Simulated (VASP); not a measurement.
# Settings for CoO: electron localisation function

CoO, Fm-3m (no. 225), 2 atoms in the cell. PBE, electron localisation function; PAW potentials Co, O (PBE set). VASP 6.6.1.

Wanted: ELF at bond middles within 0.01; largest ELF outside the core and semicore shells within 0.02.

POSCAR:
```
CoO
1.0
    0.0000000000      2.1315000000      2.1315000000
    2.1315000000      0.0000000000      2.1315000000
    2.1315000000      2.1315000000      0.0000000000
Co O
1 1
Direct
    0.0000000000      0.0000000000      0.0000000000
    0.5000000000      0.5000000000      0.5000000000
```

The series start from Cutoff ENCUT (eV): 500; k mesh: 8 × 8 × 8; PREC: Accurate; SCF threshold EDIFF (eV): 1e-6. Each series keeps the choices made before it, and each single choice may use up half of a tolerance.

## Cutoff ENCUT (eV)

| Cutoff ENCUT (eV) | ELF at bond middles, largest deviation | Largest ELF outside the core and semicore shells | SCF iterations | Time (s) |
|---|---|---|---|---|
| 300 | 0.034 | 0.825 | 15 | 6.3 |
| 400 | 0.002 | 0.826 | 15 | 8.9 |
| 500 | 0.000 | 0.826 | 15 | 10 |
| 700 (reference) | 0.000 | 0.828 | 15 | 14 |

Chosen: 400, the loosest value from which every tighter one stays within half of the tolerance.

## k mesh

| k mesh | ELF at bond middles, largest deviation | Largest ELF outside the core and semicore shells | SCF iterations | Time (s) |
|---|---|---|---|---|
| 4 × 4 × 4 | 0.021 | 0.824 | 16 | 4.6 |
| 6 × 6 × 6 | 0.007 | 0.825 | 16 | 6.3 |
| 8 × 8 × 8 | 0.002 | 0.826 | 15 | 8.9 |
| 11 × 11 × 11 (reference) | 0.000 | 0.826 | 15 | 15 |

Chosen: 8 × 8 × 8.

## PREC

| PREC | ELF at bond middles, largest deviation | Largest ELF outside the core and semicore shells | SCF iterations | Time (s) |
|---|---|---|---|---|
| Normal | 0.000 | 0.829 | 15 | 5.1 |
| Accurate (reference) | 0.000 | 0.826 | 15 | 8.9 |

Chosen: Normal.

## SCF threshold EDIFF (eV)

| SCF threshold EDIFF (eV) | ELF at bond middles, largest deviation | Largest ELF outside the core and semicore shells | SCF iterations | Time (s) |
|---|---|---|---|---|
| 0.001 | 0.000 | 0.829 | 12 | 4.2 |
| 0.0001 | 0.000 | 0.829 | 13 | 5.1 |
| 1e-6 (reference) | 0.000 | 0.829 | 15 | 5.1 |

Chosen: 0.001.

## All choices together

| Input | ELF at bond middles, largest deviation | Largest ELF outside the core and semicore shells | Time (s) |
|---|---|---|---|
| program defaults, k points 0.5 per Å apart (naive) | 0.005 | 0.829 | 2.3 |
| chosen settings | 0.004 | 0.829 | 4.2 |
| reference settings throughout | 0.000 | 0.828 | 24 |

The tolerance is met.

Values of the reference run: ELF at bond middles: 0.1413.

## The input

INCAR:
```
PREC = Normal
ENCUT = 400
EDIFF = 0.001
ISMEAR = 0
SIGMA = 0.05
LASPH = T
LREAL = F
ALGO = Normal
NELM = 120
LWAVE = F
LCHARG = F
NBANDS = 18
GGA = PE
ISPIN = 2
MAGMOM = 2 0
LMAXMIX = 4
LELF = T
NPAR = 1
```

KPOINTS:
```
Automatic mesh
0
Gamma
  8 8 8
  0 0 0
```

Commands:
```
cat potpaw_PBE.64/Co/POTCAR potpaw_PBE.64/O/POTCAR > POTCAR
mpirun -np 2 vasp_std > vasp.out
```

The naive input happens to agree within the tolerance here, in 2.3 s.

Limits: with spin, the values are those of spin up; midway between neighbours spin down has 0.304, 0.118, 0.119; the moments start parallel and no Hubbard U is used, which isn't the ground state of many such compounds.

The chosen input took VASP 6.6.1 4.2 s on 2 cores (Intel Xeon 6975P-C (Granite Rapids)), a shared host.

## An input that fails: ELF asked with k-point parallelism

VASP's message: ELF: KPAR>1 not implemented, sorry.

Changes against the starting input:
```
+ KPAR = 2
```
